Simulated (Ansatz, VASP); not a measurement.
**One calculation of Eu, two programs**

Contents of INCAR:

```
PREC = Accurate
ENCUT = 520
EDIFF = 1E-7
ISMEAR = -4
SIGMA = 0.1
LREAL = F
LASPH = T
NELM = 150
ALGO = Normal
ISIF = 2
LWAVE = F
LCHARG = F
ISPIN = 2
MAGMOM = 7
LORBIT = 11
LMAXMIX = 6
GGA = PE
NBANDS = 18
```

Contents of KPOINTS:

```
regular mesh
0
Gamma
  11 11 11
```

POSCAR

```
Eu
1.0
    2.5822522317      0.0000000000      0.0000000000
    0.0000000000      2.5822522317      0.0000000000
    0.0000000000      0.0000000000      2.5822522317
Eu
1
Direct
    0.0000000000      0.0000000000      0.0000000000
```

Input for Ansatz:

```yaml
crystal:
  lattice:
    - [2.5822522317, 0.0, 0.0]
    - [0.0, 2.5822522317, 0.0]
    - [0.0, 0.0, 2.5822522317]
  atoms:
    - { symbol: Eu, position: [0.0, 0.0, 0.0], spin: 7.0 }
magnetization:
  spin_polarized: true
kpoints:
  mp_grid: { grid: [11, 11, 11] }
  band_path:
    path:
      - [0.0, 0.0, 0.0]
      - [0.0, 0.5, 0.0]
      - [0.5, 0.5, 0.0]
      - [0.0, 0.0, 0.0]
      - [0.5, 0.5, 0.5]
      - [0.0, 0.5, 0.0]
      - [0.5, 0.5, 0.5]
      - [0.5, 0.5, 0.0]
    npoints: 8
scf:
  occupations: { method: tetrahedron_uncorrected }
hamiltonian:
  xc: pbe
  pseudopotentials: { kind: all_electron, lapw: { basis_error: 0.001 } }
output:
  forces: true
  stress: true
  eigenvalues: true
  populations: true
```

This isn't the form of Eu at room conditions, which is bcc.

Alike in both runs: task single point; functional PBE; k mesh 11 × 11 × 11; collinear spin.

|  | VASP | Ansatz |
| --- | --- | --- |
| version | VASP 6.6.1 | Ansatz 0.2.0 |
| potentials or method | VASP PAW PBE potentials, release 64 (Eu) | all-electron LAPW, scalar-relativistic |
| plane-wave cutoff (eV) | 520 | see its input |
| occupations | tetrahedron | tetrahedron-uncorrected |

VASP gave:

```
gap on the k mesh at the Fermi level (eV)                     : none
net moment per atom (μB)                                      : 6.72
size of the moment on the site where the two differ most (μB) : 6.52
```

Task: Estimate Ansatz's values.

Result: gap on the k mesh at the Fermi level (eV): none; net moment per atom (μB): 6.71; size of the moment on the site where the two differ most (μB): 6.57.

Site moments also hang on the region over which each program counts them. A gap of «none» marks a metal or a gap that the smearing closes. Ansatz ran all-electron here, so the differences hold the error of VASP's frozen core and of both bases. Ansatz warned: «band_table_not_solved_further».

Caveats: spin-orbit coupling is left out, which moves the levels of the heavy elements. The state reached can hang on the start; a lower one may exist.
